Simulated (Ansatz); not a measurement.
Reactions of `O=CB(S)Cl`.

Isolated molecules relaxed with PBE0-D4/def2-TZVP in Ansatz; ΔE leaves out vibrations. CCSD(T)/CBS is the MP2 limit (def2-TZVPP, def2-QZVPP) plus CCSD(T) − MP2 in def2-TZVPP, frozen cores. This one scheme is used for every species. Functionals use def2-TZVPP. One conformer a species, not always the lowest.

```
                                           reaction  r2SCAN-D4 (eV)  CCSD/CBS(def2) (eV)  B2PLYP (eV)  CCSD(T)/CBS(def2) (eV)
        `O=CB(S)Cl` + `COCO` → `O=CBCl` + `COC(O)S`            1.43                 1.37         1.40                    1.38
`O=CB(S)Cl` + `CC(C)(C)O` → `CC(C)(C)OC=O` + `SBCl`           -0.64                -0.51        -0.58                   -0.52
  `O=CB(S)Cl` + `O[SiH3]` → `[SiH3]OB(S)Cl` + `C=O`           -1.30                -1.37        -1.34                   -1.33
    `O=CB(S)Cl` + `CC1CO1` → `CC1(C=O)CO1` + `SBCl`           -0.22                -0.20        -0.19                   -0.19
             `O=CB(S)Cl` + HCl → `SB(Cl)Cl` + `C=O`           -0.85                -0.86        -0.87                   -0.85
```

Largest T1 diagnostic: 0.016, for `O=CBCl`.
